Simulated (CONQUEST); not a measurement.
The system is HgSe.

```xyz
4
Lattice="4.2978 0.0000 0.0000 0.0000 4.2978 0.0000 0.0000 0.0000 6.0780" Properties=species:S:1:pos:R:3 pbc="T T T"
Hg    0.0000    0.0000    0.0000
Hg    2.1489    2.1489    3.0390
Se    0.0000    2.1489    1.5195
Se    2.1489    0.0000    4.5585
```

Base run:

* Program: CONQUEST 1.3
* Functional: PBE
* Potentials or basis: PseudoDojo NC PBE, DZP, grid cutoff 120 Ha
* k mesh: 6 × 6 × 5
* Occupations: fermi-dirac, width 0.05 eV
* Spin: no spin polarisation

Its results: band gap on the k mesh none (metal or under the smearing width); pressure 5.9 GPa.

**Question.** The run is repeated on the same cell with these changes: potentials or basis from PseudoDojo NC PBE, DZP, grid cutoff 120 Ha to PseudoDojo NC PBE, SZP, grid cutoff 120 Ha. What comes out?

**Answer.** Band gap on the k mesh none (metal or under the smearing width); pressure 7.2 GPa.

Caveats: the basis of atomic orbitals isn't converged, which shifts pressures, moduli and gaps; the box holds several primitive cells, so bands are folded and the points are those of the box's own zone (some runs); the atomic basis is small (some runs).
